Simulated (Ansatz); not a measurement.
Reactions of `F[SiH](F)F`.

Gas-phase electronic energies from Ansatz, PBE0-D4/def2-TZVP geometries. CCSD(T)/CBS is the MP2 limit (def2-TZVPP, def2-QZVPP) plus CCSD(T) − MP2 in def2-TZVPP, frozen cores. This one scheme is used for every species, atoms too. Functionals use def2-TZVPP. Open shells (•) are unrestricted, without spin–orbit coupling. Each species was taken in one conformer, which may not be the lowest.

```csv
reaction,CCSD/CBS(def2) (kJ/mol),ωB97M-V (kJ/mol),ωB97X-V (kJ/mol)
`F[SiH](F)F` + H• → `F[Si](F)F`• + H₂,-15,-11,-12
`F[SiH](F)F` + `C=C=N` → `C=C=N[SiH](F)F` + H–F,82,83,83
`F[SiH](F)F` + `C=C[SiH2]O` → `C=C[SiH2]O[SiH](F)F` + H–F,12,16,16
`F[SiH](F)F` + `F[C](F)F`• → `F[Si](F)F`• + trifluoromethane,-32,-31,-28
`F[SiH](F)F` + `[SiH3]`• → `F[Si](F)F`• + SiH₄,40,36,33
`F[SiH](F)F` + `[CH3]`• → `F[Si](F)F`• + CH₄,-23,-29,-32
`F[SiH](F)F` + silanol → `F[SiH](F)O[SiH3]` + H–F,14,19,19
`F[SiH](F)F` + `[CH3][AlH][OH]` → `[CH3][AlH][O][SiH](F)F` + H–F,4,9,9
`F[SiH](F)F` + `[OH]`• → `F[Si](F)F`• + H₂O,-77,-75,-73
`F[SiH](F)F` + `C=N` → `C=N[SiH](F)F` + H–F,105,103,104
```

Problem. Give the CCSD(T)/CBS values in the same order. (An estimate is asked.)

Solution. Ansatz gave: -16, 80, 11, -34, 38, -27, 14, 5, -84, 103 kJ/mol.

Largest T1 diagnostic: 0.015, for `C=C=N`.
